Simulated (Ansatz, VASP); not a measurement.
Two plane-wave programs on Mo

```xyz
1
Lattice="2.6052 0.0000 0.0000 -1.3026 2.2562 0.0000 0.0000 0.0000 2.4921" Properties=species:S:1:pos:R:3 pbc="T T T"
Mo    0.0000    0.0000    1.2460
```

Change from the starting cell: strain -0.050 along x and y, +0.000 along z, atoms carried along.

Alike in both runs: task single point; functional PBEsol; k mesh 24 × 24 × 24; occupations gaussian, width 0.15 eV; no spin polarisation.

|  | VASP | Ansatz |
| --- | --- | --- |
| version | VASP 6.6.1 | Ansatz 0.2.0 |
| potentials or method | VASP PAW PBE potentials, release 64 (Mo_sv) | scalar-relativistic, plane waves, PAW |
| plane-wave cutoff (eV) | 520 | 420 |
| valence electrons in the cell | 14 | 14 |

```tsv
	VASP	Ansatz	Ansatz less VASP
gap on the k mesh at the Fermi level (eV)	none	none	-
pressure (GPa)	30.3	29.4	-0.91
largest component of the traceless stress (GPa)	16.40	16.49	+0.091
```

A gap of «none» marks a metal or a gap that the smearing closes.

Caveats: so large a pressure means that the cell lies far from this level's equilibrium, or that cutoff or potentials fall short (VASP); the potentials were made for another functional, which shifts forces and pressure (VASP).
